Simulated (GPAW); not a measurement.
A run of GPAW 26.7.0:

File run.py:

```python
from ase import Atoms
from ase.calculators.mixing import SumCalculator
from ase.eos import EquationOfState
from ase.io import Trajectory
from ase.units import GPa
from dftd4.ase import DFTD4
from gpaw import GPAW, PW

atoms = Atoms(['Hf', 'C'],
              cell=[[0.0, 2.325, 2.325],
                    [2.325, 0.0, 2.325],
                    [2.325, 2.325, 0.0]],
              scaled_positions=[[0.5, 0.5, 0.5],
                                [0.0, 0.0, 0.0]],
              pbc=True)

traj = Trajectory('eos.traj', 'w')
volumes, energies = [], []
for x in [0.94, 0.96, 0.98, 1.0, 1.02, 1.04, 1.06]:
    a = atoms.copy()
    a.set_cell(atoms.cell * x**(1 / 3), scale_atoms=True)
    calc = GPAW(mode=PW(800),
                xc='MGGA_X_R2SCAN+MGGA_C_R2SCAN',
                kpts={'size': (8, 8, 8), 'gamma': True},
                occupations={'name': 'fermi-dirac', 'width': 0.05},
                nbands=18,
                convergence={'density': 1e-05, 'energy': 1e-05},
                maxiter=150,
                txt=f'eos-{x:.2f}.txt')
    a.calc = SumCalculator([calc, DFTD4(method='r2scan')])
    energies.append(a.get_potential_energy())
    volumes.append(a.get_volume())
    p = -a.get_stress()[:3].mean() / GPa
    calc.write(f'eos-{x:.2f}.gpw')
    traj.write(a)
    print(f'{x:.2f} {volumes[-1]:10.4f} A^3 {energies[-1]:14.6f} eV {p:9.3f} GPa', flush=True)

v0, e0, B = EquationOfState(volumes, energies, eos='birchmurnaghan').fit()
print(f'V0 = {v0:.4f} A^3, E0 = {e0:.6f} eV, B0 = {B / GPa:.2f} GPa')
```

Potentials or basis: GPAW PAW data sets (gpaw-data 1.2.1), pw.

Command:

```sh
$ OMP_NUM_THREADS=1 python run.py
```

Hardware: 1 thread of AMD EPYC 7R43 64-Core Processor (Zen 3), with other jobs on the host.

Estimate the wall time of this run.

Wall time 4.4 min on 1 thread of AMD EPYC 7R43 64-Core Processor (Zen 3) (shared host), peak memory 0.91 GiB. Counts: scf iterations 70, plane waves 1243, bands 18, k points 29.
